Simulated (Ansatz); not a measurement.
An Ansatz input:

```yaml
crystal:
  lattice:
    - [0.0, 2.2030248121, 2.2030248121]
    - [2.2030248121, 0.0, 2.2030248121]
    - [2.2030248121, 2.2030248121, 0.0]
  atoms:
    - { symbol: Zr, position: [0.0, 0.0, 0.0], spin: 1.0 }
hamiltonian:
  xc: mr2scan
  pseudopotentials:
    kind: paw
    azcp:
      Zr: "pseudopotentials/Zr.paw.azcp"
basis:
  ecutwfc: 500
  fft_grid_basis: typed
kpoints:
  mp_grid: { grid: [20, 20, 20], shift: [0, 0, 0] }
magnetization:
  spin_polarized: true
scf:
  occupations: { method: fermi_dirac, width: 0.05 }
output:
  stress: true
```

and its output:

```
Engine: ansatz 0.2.0, aarch64-unknown-linux-gnu
Pseudopotentials: kind: paw
Pseudopotential: Zr, paw, valence charge 12, recommended cutoff 500 eV (meta_gga) 
Functional definition: m-r2SCAN
  exchange = m_r2scan_x
  correlation = m_r2scan_c
Crystal: 1 atoms, lattice volume = 21.384 Å³
Basis set: ecut = 500 eV, 537 PW (Γ), exchange–correlation on 96×96×96 points (64 copies of the dense FFT grid, shifted against one another)
Bands: 11, of which v1, the nominal top of the filled ones, is band 6 counted from 1 (5 counted from 0)
Symmetry: 48 space group operations
Space group: Fm-3m (ITA 225), of the structure as read, at distance tolerance 2.8e-5 Å
Magnetic group: BNS 225.116 (UNI 1618), of the structure as read, at distance tolerance 2.8e-5 Å
k-points: 256 of 8000
Non-local potential: Zr, projectors of the file, l = 0: 3, l = 1: 2, l = 2: 2, l = 3: 2
PAW form: soft (Blöchl's): semilocal exchange-correlation on the pseudo side does not see the compensation charge
PAW frozen core: Zr, regenerated for the run's functional (the file was generated under x = pbe(κ = 0.804, μ = 0.2195149727645171), c = pbe(β = 0.06672455060314922))
PAW one-centre angular grid: Zr, 590 points (default); XC on 160 Gauss nodes
Initial density: superposition of atomic densities (chi_scale 0.1, normalization cell)
Starting moments: Σ|m| = 1 μB on 1 of 1 site
Initial wavefunctions: pseudopotential atomic-orbital guess
Functional: x = mr2scan, c = mr2scan; τ floored in thin density (d = 2e-4 eV/Å³)
iter 1 solved again at ethr=2.11e-3 eV; its pass at ethr=3.10e-3 eV (dr2=2.53e-1 eV) is discarded
SCF iter   1: F=—  HF=-4194.756752 eV  |F-HF|=—  |Δ(HF+E_count)|=         —  Δρ=2.95e-2 (↑2.95e-2 ↓1.20e-2)  dr2=2.92e-1  dr2_τ=5.59e-3  dr2_m=4.51e-2  M=0.612 μB ∫|m|=0.612 μB  β_m=0.77  ethr=2.11e-3  ⟨swp⟩=2.0  Hψ=42830  notcnv=0
Mixer restart at iter 1: flushing history
SCF iter   2: F=—  HF=-4194.949410 eV  |F-HF|=—  |Δ(HF+E_count)|=         —  Δρ=1.99e-2 (↑1.99e-2 ↓1.17e-2)  dr2=1.43e-1  dr2_τ=2.04e-3  dr2_m=2.48e-2  M=0.313 μB ∫|m|=0.313 μB  β_m=0.54  ethr=2.11e-3  ⟨swp⟩=2.1  Hψ=9042  notcnv=0
Mixer restart at iter 2: flushing history
SCF iter   3: F=—  HF=-4194.911783 eV  |F-HF|=—  |Δ(HF+E_count)|=   3.76e-2  Δρ=1.10e-2 (↑1.10e-2 ↓7.79e-3)  dr2=4.04e-2  dr2_τ=5.56e-4  dr2_m=8.73e-3  M=0.242 μB ∫|m|=0.242 μB  β_m=0.78  ethr=1.19e-3  ⟨swp⟩=2.5  Hψ=9397  notcnv=0  defer=7  κ⁻¹=1.0e0(r=1)
SCF iter   4: F=—  HF=-4194.917682 eV  |F-HF|=—  |Δ(HF+E_count)|=   5.90e-3  Δρ=3.68e-3 (↑3.05e-3 ↓3.68e-3)  dr2=1.89e-3  dr2_τ=1.03e-4  dr2_m=1.14e-3  M=0.091 μB ∫|m|=0.091 μB  β_m=0.49  ethr=3.37e-4  ⟨swp⟩=2.4  Hψ=10376  notcnv=0  defer=7  κ⁻¹=1.3e-2(r=2)
SCF iter   5: F=—  HF=-4194.920536 eV  |F-HF|=—  |Δ(HF+E_count)|=   2.85e-3  Δρ=1.99e-3 (↑1.55e-3 ↓1.99e-3)  dr2=6.18e-4  dr2_τ=1.83e-5  dr2_m=2.77e-4  M=0.052 μB ∫|m|=0.052 μB  β_m=1.00  ethr=1.57e-5  ⟨swp⟩=2.5  Hψ=8003  notcnv=0  defer=7  κ⁻¹=7.6e-3(r=3)
SCF iter   6: F=—  HF=-4194.921634 eV  |F-HF|=—  |Δ(HF+E_count)|=   1.10e-3  Δρ=3.76e-4 (↑3.15e-4 ↓3.76e-4)  dr2=2.17e-5  dr2_τ=1.38e-6  dr2_m=1.01e-5  M=-0.003 μB ∫|m|=0.003 μB  β_m=0.30  ethr=5.15e-6  ⟨swp⟩=2.3  Hψ=9371  notcnv=0  defer=23  κ⁻¹=1.4e-4(r=4)
SCF iter   7: F=—  HF=-4194.921435 eV  |F-HF|=—  |Δ(HF+E_count)|=   1.99e-4  Δρ=1.81e-4 (↑1.81e-4 ↓1.74e-4)  dr2=9.71e-6  dr2_τ=5.24e-7  dr2_m=3.70e-7  M=-0.005 μB ∫|m|=0.005 μB  β_m=1.00  ethr=1.81e-7  ⟨swp⟩=2.4  Hψ=7838  notcnv=0  defer=24  κ⁻¹=6.4e-5(r=5)
SCF iter   8: F=—  HF=-4194.921368 eV  |F-HF|=—  |Δ(HF+E_count)|=   6.64e-5  Δρ=4.56e-5 (↑4.56e-5 ↓3.89e-5)  dr2=2.52e-7  dr2_τ=3.70e-8  dr2_m=1.71e-7  M=-0.003 μB ∫|m|=0.003 μB  β_m=1.00  ethr=8.09e-8  ⟨swp⟩=2.4  Hψ=8492  notcnv=0  defer=24  κ⁻¹=5.3e-6(r=6)
SCF iter   9: F=—  HF=-4194.921370 eV  |F-HF|=—  |Δ(HF+E_count)|=   1.30e-6  Δρ=3.26e-5 (↑3.26e-5 ↓2.91e-5)  dr2=4.39e-8  dr2_τ=1.40e-8  dr2_m=1.59e-7  M=-0.002 μB ∫|m|=0.002 μB  β_m=1.00  ethr=2.10e-9  ⟨swp⟩=2.5  Hψ=8407  notcnv=0  defer=24  κ⁻¹=3.0e-7(r=7)
SCF iter  10: F=—  HF=-4194.921371 eV  |F-HF|=—  |Δ(HF+E_count)|=   1.11e-6  Δρ=1.70e-5 (↑1.70e-5 ↓1.51e-5)  dr2=1.05e-8  dr2_τ=3.86e-9  dr2_m=4.39e-8  M=-0.001 μB ∫|m|=0.001 μB  β_m=0.30  ethr=3.66e-10  ⟨swp⟩=2.0  Hψ=8674  notcnv=0  defer=24  κ⁻¹=1.2e-7(r=8)
SCF iter  11: F=—  HF=-4194.921371 eV  |F-HF|=—  |Δ(HF+E_count)|=   2.88e-7  Δρ=3.81e-6 (↑3.42e-6 ↓3.81e-6)  dr2=8.15e-10  dr2_τ=7.25e-11  dr2_m=2.29e-9  M=0.000 μB ∫|m|=0.000 μB  β_m=0.51  ethr=8.72e-11  ⟨swp⟩=2.4  Hψ=9051  notcnv=0  defer=24  κ⁻¹=1.9e-8(r=8)
SCF iter  12: F=—  HF=-4194.921371 eV  |F-HF|=—  |Δ(HF+E_count)|=   5.49e-8  Δρ=1.53e-6 (↑1.45e-6 ↓1.53e-6)  dr2=1.85e-10  dr2_τ=1.40e-11  dr2_m=3.67e-10  M=0.000 μB ∫|m|=0.000 μB  β_m=1.00  ethr=6.79e-12  ⟨swp⟩=2.0  Hψ=8233  notcnv=0  defer=24  κ⁻¹=2.4e-7(r=8)
SCF iter  13: F=—  HF=-4194.921371 eV  |F-HF|=—  |Δ(HF+E_count)|=   1.06e-8  Δρ=2.17e-7 (↑1.35e-7 ↓2.17e-7)  dr2=3.00e-12  dr2_τ=3.69e-13  dr2_m=5.68e-12  M=0.000 μB ∫|m|=0.000 μB  β_m=1.00  ethr=1.55e-12  ⟨swp⟩=2.0  Hψ=8623  notcnv=0  defer=24  κ⁻¹=7.6e-8(r=8)
SCF iter  14: F=-4194.921371 eV  HF=-4194.921371 eV  |F-HF|=2.82e-11  |Δ(HF+E_count)|=  4.11e-10  Δρ=2.31e-7 (↑2.18e-7 ↓2.31e-7)  dr2=2.55e-13  dr2_τ=1.15e-12  dr2_m=9.77e-12  M=0.000 μB ∫|m|=0.000 μB  ethr=1.00e-12  ⟨swp⟩=1.0  Hψ=13372  notcnv=0
SCF 1 converged in 14 iterations: F = -4194.921371 eV  dr2 = 2.55e-13
WARN: the starting moments were not kept: the SCF closed with an absolute magnetisation of 1.4e-5 μB, where they sum to 1 μB in size (1 site). That is at most 0.1 of that sum. Measured as dr2_m measures the in/out step, that magnetisation stands 2.8e-11 eV from none, at or under the dr2_threshold of 1.0e-7 eV: it is no larger than a step whose dr2_m would equal this threshold. The system may hold no moment; this SCF shows only that its start led to no more than that. To try another start: raise the starting moments (crystal.atoms[].spin, magnetization.per_species, magnetization.initial_magnetization, or on a non-collinear deck that types none of these the spinor_matrix: blocks that start its atoms; where the total moment is fixed, keep their sum and leave initial_magnetization as it is; typed ones take the place of any that the run laid by itself, positive ones on a crystal's lanthanoids without a Hubbard term where scf.initial_density.shell_occupations: [] is typed) or, if the notice of its spin-set hold's release reads "site moments contracting" or "site moments show no strong build", lengthen the hold (scf.mixing.spin_hold: { on: { confirm: 4 } }; for m-r²SCAN on two components see the key's manual first). Each may lead to a state that holds a moment. A second SCF, from the converged charge density, with the starting moments and any scf.initial_density.shell_occupations laid on it anew, would have followed, and was not run: the deck does not ask for one (magnetization.retry_lost_moments is false, the default). To let it run, set magnetization.retry_lost_moments: true and run the deck again, where that key's refused combinations let it; where memory then withholds it, that run's warning says so.
this state was not tested for a lower state beside it, because the mixer in use, unlike msr1, does not test its closes by its own steps (another_mixer; see scf.mixing.algorithm and scf.lower_state_search)
SCF converged after 14 iterations
Magnetization: 0.0000 μB (6.0000 up, 6.0000 down)
Absolute magnetization: 0.0000 μB (∫|ρ↑−ρ↓|)
Spin contamination: 0.0000 ħ² per cell (⟨S²⟩ above its minimum at these occupations)
Per-site moments (μB) at R_I (Å): [(9.125336276951772e-6, 1.2851633716004571)]
Free energy (F): -4194.921371 eV
Harris-Foulkes:  -4194.921371 eV  (|F-HF|=2.82e-11)
Internal energy: -4194.910611 eV  (E = F + TS)
E sigma→0 (E₀):  -4194.915991 eV
Entropy (-TS):   -0.010760 eV (-10.760 meV/atom)
Fermi energy:    15.348862 eV
--- Per-component energies (eV) ---
  E_band       = -87.895876
  E_kinetic    = 334.503983
  E_local      = -584.833621  (includes V_loc(G=0)·N_el)
  E_nonlocal   = 80.507482
  E_hartree    = 181.259605
  E_xc         = -156.034891
  E_vxc        = -211.755157  (∫ρ·V_xc dr)
  E_paw        = -2971.298137  (= ΣΔE_a)
  E_vpaw       = -81.403240  (= ΣTr[D̂ρ^β])
  E_aug_tail   = 0.000011  (compensation charges beyond the density's cutoff)
  E_vtau       = 12.565466  (kinetic-family band-sum trace: ∫τ·v_τ [+ j·A + Jᵃ·Aᵃ] dr)
  E_ewald      = -1078.850302
  E_core_change = -0.164742  (= ΣΔE_core)
  E_smearing   = -0.010760  (= −TS)
  E_closure    = 0.000000  (closes the sum)
  Σ components = -4194.921371   (vs F -4194.921371, Δ=0.00e0)
--- Stress (GPa, compression-positive) ---
        8.968714      -0.000000       0.000000
       -0.000000       8.968714       0.000000
       -0.000000       0.000000       8.968714
  P = ⅓ Tr σ = 8.9687 GPa (89.687 kbar)
```
